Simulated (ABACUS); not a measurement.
Ga: single point with PBE

The system is Ga.

```
Ga
1.0
    -1.38440    1.38440    2.31122
     1.38440   -1.38440    2.31122
     1.38440    1.38440   -2.31122
Ga
1
Direct
  0.00000 0.00000 0.00000
```

This isn't the form of Ga at room conditions, which is orthorhombic.

```yaml
Program: ABACUS 3.10.1
Task: single point
Functional: PBE
Potentials_or_basis: PseudoDojo NC SR 0.4.1 PBE standard
Cutoff: 1102 eV
Density_cutoff: 4408 eV
Basis: plane waves
k_mesh: 13 × 13 × 13
Occupations: fermi-dirac, width 0.05 eV
Spin: no spin polarisation
Radial_cutoff_of_the_potentials_pseudo_rcut: 10 bohr
SCF_threshold_on_the_density: 1e-08
Max_SCF_steps: 100
Eigensolver: dav
Mixing: broyden
Mixing_share: 0.7
Symmetry_key: 1
Bands: 11
```

| Quantity | Value |
| --- | --- |
| Pressure | 3.6 GPa |
| Band gap on the k mesh | none (metal or under the smearing width) |

Stress tensor (GPa, compression positive):
```
3.75 0.00 0.00
0.00 3.75 0.00
0.00 0.00 3.27
```

Levels at points of the mesh, in eV from the Fermi level:
```csv
k point,band 4,band 5,band 6,band 7,band 8
"(0.00, 0.00, 0.00)",-14.86,-14.71,-11.48,12.74,13.06
```

Run time: 9.5 s on 4 MPI ranks on Intel(R) Xeon(R) 6975P-C (Granite Rapids), with other jobs on the host, peak memory 0.28 GiB a rank.
